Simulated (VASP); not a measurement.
SnTe in VASP 6.6.1, single-point calculation

INCAR

```
LWAVE = .FALSE.
LCHARG = .FALSE.
GGA = PE
EDIFF = 1E-7
LASPH = .FALSE.
ENCUT = 520
ISMEAR = -1
IBRION = -1
SIGMA = 0.02
PREC = Accurate
NELM = 66
LREAL = .FALSE.
NSW = 0
NBANDS = 17
ISIF = 2
```

KPOINTS

```
KPOINTS created by Atomic Simulation Environment
0
Gamma
8 8 8
0 0 0
```

POSCAR

```
Sn Te
 1.0000000000000000
     0.0000000000000000    3.1574370420000002    3.1913990980000002
     3.1574370420000002    0.0000000000000000    3.1913990980000002
     3.1574370420000002    3.1574370420000002    0.0000000000000000
 Sn  Te
   1   1
Cartesian
  0.0000000000000000  0.0000000000000000  0.0000000000000000
  3.1574370419999997  3.1574370419999997  3.1913990979999998
```

The recommended PBE PAW datasets give the neutral cell 20 valence electrons.

Command

```
mpirun -np 1 vasp_std
```

OSZICAR

```
N       E                     dE             d eps       ncg     rms          rms(c)
DAV:   1     0.124887622349E+03    0.12489E+03   -0.94780E+03  2024   0.136E+03
DAV:   2     0.406310870828E+01   -0.12082E+03   -0.11743E+03  2104   0.323E+02
DAV:   3    -0.727797516435E+01   -0.11341E+02   -0.11251E+02  2519   0.899E+01
DAV:   4    -0.759465298345E+01   -0.31668E+00   -0.31638E+00  2400   0.155E+01
DAV:   5    -0.760728335893E+01   -0.12630E-01   -0.12630E-01  2987   0.298E+00    0.451E+00
DAV:   6    -0.755011222460E+01    0.57171E-01   -0.13213E-01  2675   0.238E+00    0.285E+00
DAV:   7    -0.755134661669E+01   -0.12344E-02   -0.53187E-02  2383   0.110E+00    0.819E-01
DAV:   8    -0.755170628205E+01   -0.35967E-03   -0.71219E-03  2537   0.673E-01    0.176E-01
DAV:   9    -0.755183137182E+01   -0.12509E-03   -0.64937E-04  2816   0.241E-01    0.325E-02
DAV:  10    -0.755182271003E+01    0.86618E-05   -0.10286E-04  2619   0.848E-02    0.182E-02
DAV:  11    -0.755182854315E+01   -0.58331E-05   -0.46424E-05  2513   0.524E-02    0.299E-02
DAV:  12    -0.755182824550E+01    0.29765E-06   -0.31079E-06  2365   0.114E-02    0.178E-02
DAV:  13    -0.755182812911E+01    0.11639E-06   -0.99550E-08  2045   0.207E-03    0.153E-02
DAV:  14    -0.755182764700E+01    0.48211E-06   -0.87204E-07  2581   0.871E-03    0.332E-03
DAV:  15    -0.755182750613E+01    0.14087E-06   -0.13043E-07  1360   0.238E-03    0.165E-03
DAV:  16    -0.755182751440E+01   -0.82678E-08   -0.11851E-08  1119   0.750E-04
   1 F= -.75518275E+01 E0= -.75516667E+01  d E =-.321600E-03
```

Standard output (part)

```
POSCAR found type information on POSCAR SnTe
 POSCAR found :  2 types and       2 ions
 LDA part: xc-table for (Slater+PW92), standard interpolation
 POSCAR, INCAR and KPOINTS ok, starting setup
 WAVECAR not read
 entering main loop
```

From OUTCAR

```
k-points           NKPTS =     59   k-points in BZ     NKDIM =     59   number of bands    NBANDS=     17

   NELECT =      20.0000    total number of electrons

   dimension x,y,z NGX =    36 NGY =   36 NGZ =   36
   dimension x,y,z NGXF=    72 NGYF=   72 NGZF=   72

  energy-cutoff  :      520.00
  volume of cell :       63.63
      direct lattice vectors                 reciprocal lattice vectors
     0.000000000  3.157437042  3.191399098    -0.158356285  0.158356285  0.156671098
     3.157437042  0.000000000  3.191399098     0.158356285 -0.158356285  0.156671098
     3.157437042  3.157437042  0.000000000     0.158356285  0.158356285 -0.156671098

 k-points in reciprocal lattice and weights: KPOINTS created by Atomic Simulation Env
   0.00000000  0.00000000  0.00000000       0.002
   0.12500000 -0.00000000  0.00000000       0.016
   0.25000000 -0.00000000  0.00000000       0.016
   0.37500000 -0.00000000  0.00000000       0.016
   0.50000000 -0.00000000  0.00000000       0.008
   0.12500000  0.12500000  0.00000000       0.004
   0.25000000  0.12500000  0.00000000       0.016
   0.37500000  0.12500000  0.00000000       0.016
   ...

 E-fermi :   6.7907

 k-point     1 :       0.0000    0.0000    0.0000
  band No.  band energies     occupation
      1     -15.1562      2.00000
      2     -15.1520      2.00000
      3     -15.1512      2.00000
      4     -15.1512      2.00000
      5     -15.1480      2.00000
      6      -5.9331      2.00000
      7       2.0022      2.00000
      8       4.6098      2.00000
      9       4.6098      2.00000
     10       4.7242      2.00000
     11       9.8904      0.00000
     12      10.1453      0.00000
     13      10.1453      0.00000
     14      11.4773      0.00000
     15      11.5531      0.00000
     16      11.5531      0.00000
     17      13.4973      0.00000

 k-point     2 :       0.1250   -0.0000    0.0000
  band No.  band energies     occupation
      1     -15.1567      2.00000
      2     -15.1528      2.00000
      3     -15.1508      2.00000
      4     -15.1503      2.00000
      5     -15.1473      2.00000
      6      -5.8049      2.00000
      7       1.3341      2.00000
      8       4.6390      2.00000
      9       4.7005      2.00000
     10       5.1150      2.00000
     11       9.2585      0.00000
     12       9.4703      0.00000
     13       9.4936      0.00000
     14      11.4709      0.00000
     15      11.8261      0.00000
     16      11.8641      0.00000
     17      14.4218      0.00000

 k-point     3 :       0.2500   -0.0000    0.0000
  band No.  band energies     occupation
      1     -15.1581      2.00000
      2     -15.1548      2.00000
      3     -15.1500      2.00000
      4     -15.1479      2.00000
      5     -15.1453      2.00000
      6      -5.4449      2.00000
      7       0.1046      2.00000
      8       4.7375      2.00000
      9       4.7702      2.00000
     10       5.7822      2.00000
     11       8.2196      0.00000
     12       8.3726      0.00000
     13       8.4221      0.00000
     14      11.8917      0.00000
     15      12.7156      0.00000
     16      12.7276      0.00000
     17      16.3502      0.00000

 ...

  Total        0.7554792      0.7554792      0.2416529      0.0000000      0.0000000      0.0000000
  in kB       19.0218435     19.0218435      6.0844608      0.0000000      0.0000000      0.0000000
  external PRESSURE =      14.7093826 kB  Pullay stress =       0.0000000 kB

 POSITION                                       TOTAL-FORCE (eV/Angst)
 -----------------------------------------------------------------------------------
      0.00000      0.00000      0.00000        -0.000000      0.000000     -0.000000
      3.15744      3.15744      3.19140         0.000000      0.000000      0.000000
 -----------------------------------------------------------------------------------
    total drift:                               -0.000000      0.000000      0.000000

  FREE ENERGIE OF THE ION-ELECTRON SYSTEM (eV)
  ---------------------------------------------------
  free  energy   TOTEN  =        -7.5518275144 eV

  energy  without entropy=       -7.5515059149  energy(sigma->0) =       -7.55166671
```

It converged. Results: gap between bands v and c on the k mesh 0.05 eV; least direct gap on the k mesh 0.05 eV; pressure 1.5 GPa. Band v is the last that the valence electrons fill when counted band by band, and c is the next.

For comparison, a separate PBE run of the intended cell, on usual settings and not on those above, gives a gap of 0.05 eV on its mesh and a pressure of 1.5 GPa.

The run above took about 66 s on one core of a shared host (Intel Xeon Platinum 8488C) and held 0.22 GiB at most.
